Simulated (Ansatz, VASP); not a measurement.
# Two plane-wave programs on HfO2

```
Hf O
1.0
     3.60430    0.00000    0.00000
     0.00000    3.60430    0.00000
     0.00000    0.00000    5.26397
Hf O
2 4
Direct
  0.50000 0.50000 0.50000
  0.00000 0.00000 0.00000
  0.00000 0.50000 0.72175
  0.50000 0.00000 0.77825
  0.50000 0.00000 0.27825
  0.00000 0.50000 0.22175
```

Change from the starting cell: mode 10 (309.8 1/cm) frozen in, largest displacement -0.150 Å.

Alike in both runs: task single point; functional PBE; k mesh 6 × 6 × 4; occupations gaussian, width 0.05 eV; no spin polarisation.

|  | VASP | Ansatz |
| --- | --- | --- |
| version | VASP 6.6.1 | Ansatz 0.2.0 |
| potentials or method | VASP PAW PBE potentials, release 64 (Hf_pv, O) | scalar-relativistic, plane waves, PAW |
| plane-wave cutoff (eV) | 520 | 420 |
| valence electrons in the cell | 44 | 76 |

|  | VASP | Ansatz | Ansatz less VASP |
| --- | --- | --- | --- |
| gap on the k mesh at the Fermi level (eV) | 4.01 | 4.01 | -0.002 |
| least direct gap on the mesh (eV) | 4.26 | 4.28 | +0.013 |
| pressure (GPa) | -8.9 | -5.6 | +3.28 |
| largest component of the traceless stress (GPa) | 6.02 | 5.94 | -0.073 |
| rms of the force components (eV/Å) | 0.217 | 0.203 | -0.0139 |

Atom by atom the forces differ by 0.014 eV/Å (rms over components). The functional is the same, so the differences come from potentials, cutoffs and numerics. The two sets of potentials don't hold the same shells in valence.

Caveats: spin-orbit coupling is left out, which moves the levels of the heavy elements. A k mesh can miss the band edges.
